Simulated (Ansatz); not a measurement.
**HfO₂: the gap under strain, fitted and tested**

Plane-wave DFT in Ansatz, r2SCAN, scalar-relativistic PAW potentials, cutoff 500 eV, no spin-orbit coupling; no spin polarisation. HfO₂ in space group P4_2/mnm, a structure that wasn't matched to a measured phase. Strain along c alone; the other axes held, atoms relaxed (conventional cell); Kohn–Sham gaps sought over the whole zone.

| strain (%) | space group | gap (eV) |
| --- | --- | --- |
| -6.0 | P4_2/mnm | 4.411 |
| -4.0 | P4_2/mnm | 4.492 |
| -2.0 | P4_2/mnm | 4.530 |
| +0.0 | P4_2/mnm | 4.531 |
| +2.0 | P4_2/mnm | 4.503 |
| +4.0 | P4_2/mnm | ? |
| +6.0 | P4_2/mnm | 4.221 |

Task: Fit the given gaps and predict the missing one.

Result: Next to zero the slopes are +0 meV per % on the compressed side and -14 on the stretched side. No break shows at zero, so all given rows go into a parabola: E_g = 4.536 -0.0147 ε -0.00614 ε² eV (ε in %; scatter 11 meV). At +4.0 % this gives 4.379 eV; the run gave 4.383 eV, 4 meV away. The fit holds.

Spin-orbit coupling, left out, matters for bands of heavy elements.

Cost: about 14 core-minutes for the runs cited, on Intel Xeon Processor @ 2.50GHz (Skylake/Cascade Lake) (shared hosts).

This rutile-type form isn't the usual stable structure of the compound.